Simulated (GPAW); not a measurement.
Write an ASE script for GPAW 26.7.0 that does the following.

```yaml
Task: second-harmonic response
Functional: PBEsol
Potentials_or_basis: PAW data sets generated in the run's folder for this functional
Cutoff: 650 eV
Basis: pw
k_mesh: 5 × 5 × 5
Occupations: fermi-dirac, width 0.001 eV
Spin: no spin polarisation
Elements: 2
Eta: 0.05 eV
Maxiter: 150
Response_k_mesh: 6 × 6 × 6
Gauge: lg
Response_bands: 60
Tensor_elements: "[\"xxx\", \"xxy\"]"
```

BaTiO3:

```xyz
5
Lattice="4.0073 0.0000 0.0000 0.0000 4.0073 0.0000 0.0000 0.0000 4.0073" Properties=species:S:1:pos:R:3 pbc="T T T"
Ba    2.0398    1.8245    2.0304
Ti    3.7818    0.2804    3.8242
O     2.0859    0.0274    0.2221
O     0.0507    1.9715    0.2113
O     0.0563    3.9108    1.7266
```

The cell isn't the ideal one: all atoms moved at random, sigma 0.15 Å a component.

These files were run (other wordings do the same):

run.py

```python
import numpy as np
from ase import Atoms
from ase.dft.bandgap import bandgap
from ase.io import write
from gpaw import GPAW, PW, setup_paths
from gpaw.nlopt.matrixel import make_nlodata
from gpaw.nlopt.shg import get_shg
from gpaw.nlopt.shift import get_shift

setup_paths.insert(0, '.')

atoms = Atoms(['Ba', 'Ti', 'O', 'O', 'O'],
              cell=[[4.0073, 0.0, 0.0],
                    [0.0, 4.0073, 0.0],
                    [0.0, 0.0, 4.0073]],
              scaled_positions=[[0.50902945, 0.45529112, 0.50667874],
                                [0.9437351, 0.06997977, 0.9543125],
                                [0.52053492, 0.00683198, 0.05543194],
                                [0.01264702, 0.49196782, 0.05272359],
                                [0.01405351, 0.97592931, 0.43085324]],
              pbc=True)

calc = GPAW(mode=PW(650),
            xc='PBEsol',
            kpts={'size': (5, 5, 5), 'gamma': True},
            occupations={'name': 'fermi-dirac', 'width': 0.001},
            nbands=36,
            convergence={'density': 1e-06},
            maxiter=150,
            txt='gpaw.txt')
atoms.calc = calc
energy = atoms.get_potential_energy()
calc.write('gs.gpw')
write('result.traj', atoms)
print(f'Energy: {energy:.6f} eV')
print('Fermi level:', round(calc.get_fermi_level(), 4), 'eV')
print(f'Gap: {bandgap(calc)[0]:.4f} eV, direct: {bandgap(calc, direct=True)[0]:.4f} eV')

dense = calc.fixed_density(kpts={'size': (6, 6, 6), 'gamma': True},
                           nbands=66, convergence={'bands': 60, 'eigenstates': 1e-7},
                           symmetry={'point_group': False}, txt='dense.txt')
dense.write('dense.gpw', mode='all')

nlodata = make_nlodata('dense.gpw', nf=60)
freqs = np.linspace(0, 8, 161)
shg, shift = [freqs], [freqs]
for pol in ['xxx', 'xxy']:
    chi = get_shg(nlodata, freqs=freqs, eta=0.05, pol=pol, gauge='lg', out_name=f'shg_{pol}.npy')[1] * 1e12  # pm/V
    sigma = get_shift(nlodata, freqs=freqs, eta=0.05, pol=pol, out_name=f'shift_{pol}.npy')[1] * 1e6  # uA/V^2
    shg += [chi.real, chi.imag]
    shift += [sigma.real]
    print(f'chi(2) {pol} at zero frequency: {chi[0].real:.3f} pm/V')
np.savetxt('shg.dat', np.array(shg).T, fmt='%.3f')
np.savetxt('shift.dat', np.array(shift).T, fmt='%.3f')
```

Potentials or basis: PAW data sets generated in the run's folder for this functional, pw.

Launch:

```bash
$ gpaw-setup -f PBEsol Ba O Ti
$ OMP_NUM_THREADS=1 python run.py
```

It gave:

The band gap on the k mesh is 2.80 eV, indirect (least direct gap 2.98 eV).

Caveat: independent particles: no local fields, no excitons, no shift of the gap; the long-wavelength limit can be off by several per cent where d states take part; spin-orbit coupling is left out, which moves the levels of the heavy elements.

Run time: 10 min on 1 thread of Arm Neoverse V2 (shared host), peak memory 0.75 GiB.
